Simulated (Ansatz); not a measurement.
# CuI (Marshite): the cost of one run

Computed with Ansatz 0.2.0 (DFT PBEsol, all-electron LAPW, scalar-relativistic unless said, unless a step's input says otherwise).

## Step 1: Starting point

It takes space group P4/nmm (No. 129, tetragonal). The conventional cell has a = 4.005 Å, b = 4.005 Å, c = 6.474 Å, α = 90.00°, β = 90.00°, γ = 90.00°. Cu (site symmetry -4m2) has 4 I at 2.62 Å and 4 Cu at 2.83 Å as nearest neighbours. Around I (site symmetry 4mm) lie 4 Cu at 2.62 Å.

Structure file:

```
Cu I
1.0
     4.00540    0.00000    0.00000
     0.00000    4.00540    0.00000
     0.00000    0.00000    6.47397
Cu I
2 2
Direct
  0.00000 0.00000 0.00000
  0.50000 0.50000 0.00000
  0.00000 0.50000 0.26147
  0.50000 0.00000 0.73853
```

Cartesian axes are those of the input's lattice vectors. The structure goes back to a database entry.

## Step 2: Reference run, fine mesh, LAPW

Contents of input.yaml:

```yaml
crystal:
  lattice:
    - [4.00540462112, 0.0, 0.0]
    - [0.0, 4.00540462112, 0.0]
    - [0.0, 0.0, 6.47397485285]
  atoms:
    - { symbol: Cu, position: [0.0, 0.0, 0.0] }
    - { symbol: Cu, position: [0.5, 0.5, 0.0] }
    - { symbol: I, position: [0.0, 0.5, 0.261466085012] }
    - { symbol: I, position: [0.5, 0.0, 0.738533914988] }
kpoints:
  mp_grid: { grid: [6, 6, 4] }
scf:
  occupations: { method: fixed }
hamiltonian:
  xc: pbesol
  pseudopotentials: { kind: all_electron, lapw: { basis_error: 0.001 } }
magnetization:
  noncollinear: true
  spin_orbit: true
output:
  forces: true
  stress: true
  eigenvalues: true
  eigenstates:
    nscf_kmesh: { grid: [10, 10, 6] }
    de_dk: true
    e_range: [-9, 11.52091105423]
checkpoint:
  write: ck
  write_wavefunctions: false
```

Command:

```sh
ansatz run input.yaml --threads 1 --pin off --max-ram 3072MiB --backend cpu --events-out ev --progress --plain --runs-dir out
```

Q: Estimate wall time and peak memory on 1 thread of Intel Xeon Platinum 8488C (Sapphire Rapids), shared host.

About 13 min, with a peak of 1.4 GiB.
